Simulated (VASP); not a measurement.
Input of a VASP 6.6.1 run:

File INCAR:

```
  ALGO = Normal
  EDIFF = 1E-7
  EDIFFG = -0.01
  ENCUT = 600
  IBRION = 2
  ISIF = 2
  ISMEAR = 0
  LASPH = True
  LCHARG = False
  LMIXTAU = True
  LREAL = False
  LWAVE = False
  METAGGA = R2SCAN
  NELM = 80
  NSW = 40
  PREC = Accurate
  SIGMA = 0.03
```

The input KPOINTS:

```
k-points
0
Gamma
  10 10 10
```

POSCAR

```
ZnS                                     
1.0
    0.0000000000      2.7118616648      2.7118616648
    2.7118616648      0.0000000000      2.7118616648
    2.7118616648      2.7118616648      0.0000000000
  Zn              S             
     1     1
Direct
     0.2500000000000000    0.2500000000000000    0.2500000000000000
     0.0000000000000000    0.0000000000000000    0.0000000000000000
```

Potentials or basis: VASP PAW PBE potentials, release 64 (Zn, S).

Launch:

```bash
$ cat potpaw_PBE.64/Zn/POTCAR potpaw_PBE.64/S/POTCAR > POTCAR
$ mpirun -np 1 vasp_std > vasp.out
```

Task: Predict the band gap on the k mesh.

Result: 2.62 eV, direct.

Final structure:
```
CELL_PARAMETERS angstrom
0.00000 2.71186 2.71186
2.71186 0.00000 2.71186
2.71186 2.71186 0.00000
ATOMIC_POSITIONS crystal
Zn 0.25000 0.25000 0.25000
S 0.00000 0.00000 0.00000
```

Caveat: the relaxation stopped at its first step, so nothing moved.
